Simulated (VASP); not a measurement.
SiC (Moissanite 6H), 12 atoms in the cell. Symmetry: P6_3mc, No. 186, hexagonal system. Conventional cell: a = 3.094 Å, b = 3.094 Å, c = 15.182 Å, α = 90.00°, β = 90.00°, γ = 120.00°. Around Si (site symmetry 3m) lie 4 C at 1.90 Å. Si (site symmetry 3m) has 4 C at 1.89 to 1.90 Å as nearest neighbours. Si (site symmetry 3m) has 4 C at 1.89 to 1.90 Å as nearest neighbours. Around C (site symmetry 3m) lie 4 Si at 1.89 to 1.90 Å. Around C (site symmetry 3m) lie 4 Si at 1.90 Å. Around C (site symmetry 3m) lie 4 Si at 1.89 to 1.90 Å. 

```yaml
Program: VASP 6.6.1
Task: dielectric tensor
Functional: PBE
Potentials_or_basis: VASP PAW PBE potentials, release 64 (Si, C)
Cutoff: 600 eV
k_mesh: 12 × 12 × 2
Occupations: gaussian, width 0.03 eV
Spin: no spin polarisation
Monkhorst-Pack_mesh: no
Further_INCAR_settings: ALGO = Fast; EDIFF = 1e-08
```

Potentials or basis: VASP PAW PBE potentials, release 64 (Si, C).

Run with:

```console
$ cat potpaw_PBE.64/Si/POTCAR potpaw_PBE.64/C/POTCAR > POTCAR
$ mpirun -np 4 vasp_std > vasp.out
```

Hardware: 4 MPI ranks on Intel(R) Xeon(R) 6975P-C (Granite Rapids), with other jobs on the host.

Task: Estimate the wall time of this run.

Result: Run time: 7.2 min on 4 MPI ranks on Intel(R) Xeon(R) 6975P-C (Granite Rapids), on a shared host, peak memory 0.99 GiB a rank. Counts: scf iterations 131, k points 38.
